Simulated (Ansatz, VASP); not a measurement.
## One calculation of Ta, two programs

```xyz
1
Lattice="0.0000 2.0121 2.0121 2.0121 0.0000 2.0121 2.0121 2.0121 0.0000" Properties=species:S:1:pos:R:3 pbc="T T T"
Ta    0.0000    0.0000    0.0000
```

Alike in both runs: functional LDA; k mesh 17 × 17 × 17; occupations fermi-dirac, width 0.08 eV; no spin polarisation.

Ansatz relaxed the structure, and its values are those at the end. VASP's run is a single point on that final structure, the one shown.

|  | VASP | Ansatz |
| --- | --- | --- |
| version | VASP 6.6.1 | Ansatz 0.2.0 |
| potentials or method | VASP PAW LDA potentials, release 64 (Ta_pv), cutoff 520 eV | all-electron LAPW, scalar-relativistic |

|  | VASP | Ansatz | Ansatz less VASP |
| --- | --- | --- | --- |
| pressure (GPa) | 22.4 | 21.0 | -1.45 |

Ansatz ran all-electron here, so the differences hold the error of VASP's frozen core and of both bases.

Caveats: so large a pressure means that the cell lies far from this level's equilibrium, or that cutoff or potentials fall short (VASP). Spin-orbit coupling is left out, which matters for the levels of Ta.
